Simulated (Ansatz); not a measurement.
NaH (Fm-3m) from a database structure (r2SCAN geometry), in Ansatz:

Space group Fm-3m (No. 225). a = 4.795 Å, b = 4.795 Å, c = 4.795 Å, α = 90.00°, β = 90.00°, γ = 90.00°
```
atom  site  symmetry       x       y       z
  Na    4a      m-3m  0.0000  0.0000  0.0000
   H    4b      m-3m  0.5000  0.0000  0.0000
```

G0W0@PBE with 204 empty bands, a screening cutoff of 220 eV and a 6×6×6 mesh (PAW, contour deformation) gives 6.098 eV over the mesh points, from a PBE gap of 3.849 eV; it sums over 209 bands with 181 plane waves in the screening and a wave cutoff of 420 eV. The G0W0 figures hold for the stated bands, cutoff and mesh and aren't extrapolated. The values are computed, spin-unpolarised, and not measurements.

Problem. Estimate the gap with potentials of the kind norm-conserving.

Solution. 6.075 eV (-0.023 eV), from a Kohn-Sham gap of 3.849 eV.

Problem. Estimate the gap with starting point r2SCAN.

Solution. 6.566 eV (+0.468 eV), from a Kohn-Sham gap of 4.444 eV.

Problem. Estimate the gap with starting point PBE0.

Solution. 7.083 eV (+0.985 eV), from a Kohn-Sham gap of 5.623 eV.

Problem. Estimate the gap with mesh 10×10×10, empty bands 44, screening cutoff 80 eV.

Solution. 5.896 eV (-0.202 eV), from a Kohn-Sham gap of 3.820 eV.
